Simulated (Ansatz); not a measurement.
# LiCl under changes of volume

One of the cells (16.871 Å³/atom); the others are scaled copies at fixed shape and fractional positions:

```
CELL_PARAMETERS angstrom
0.00000 2.56477 2.56477
2.56477 0.00000 2.56477
2.56477 2.56477 0.00000
ATOMIC_POSITIONS crystal
Cl 0.50000 0.50000 0.50000
Li 0.00000 0.00000 0.00000
```

| Property | Result |
| --- | --- |
| Program | Ansatz 0.2.0 |
| Functional | PBEsol |
| Potentials or basis | all-electron LAPW, scalar-relativistic |
| Cutoff | 160 eV (chosen from the basis error) |
| Basis error allowed | 0.001 eV/atom |
| k mesh | 9 × 9 × 9 |
| Occupations | fermi-dirac, width 0.05 eV |
| Spin | no spin polarisation |

| volume (Å³/atom) | energy over the lowest point (meV/atom) | pressure (GPa) | gap on the mesh (eV) |
| --- | --- | --- | --- |
| 15.859 | 0.94 | 0.8 | 6.49 |
| 16.196 | 0.00 | 0.1 | 6.36 |
| 16.534 | ? | ? | ? |
| 16.871 | 2.62 | -1.3 | 6.12 |
| 17.209 | 5.86 | -1.8 | 6.02 |
| 17.546 | 10.22 | -2.3 | 5.91 |
| 17.883 | 15.58 | -2.8 | 5.81 |

Problem. What does the run at 16.534 Å³/atom give?

Solution. Energy over the lowest point 0.61 meV/atom; pressure -0.6 GPa; gap on the mesh 6.24 eV.

Worked out: A Birch-Murnaghan fit of order 3 (a polynomial in V^(-2/3)) to the other rows has its minimum at 16.23 Å³/atom with B0 = V·E''(V) = 35 GPa and B' = 4.2. It gives 0.62 meV/atom at 16.534 Å³/atom, against the run's 0.61, and -dE/dV = -0.6 GPa, against -0.6. A straight line through the other rows of the gap, of slope -5.65 eV per unit of ln V (its deformation potential), gives 6.25 eV, against the run's 6.24.

Energies are extrapolated to zero smearing.

Caveats: an odd mesh through Γ misses points on the zone boundary, where band edges often lie.
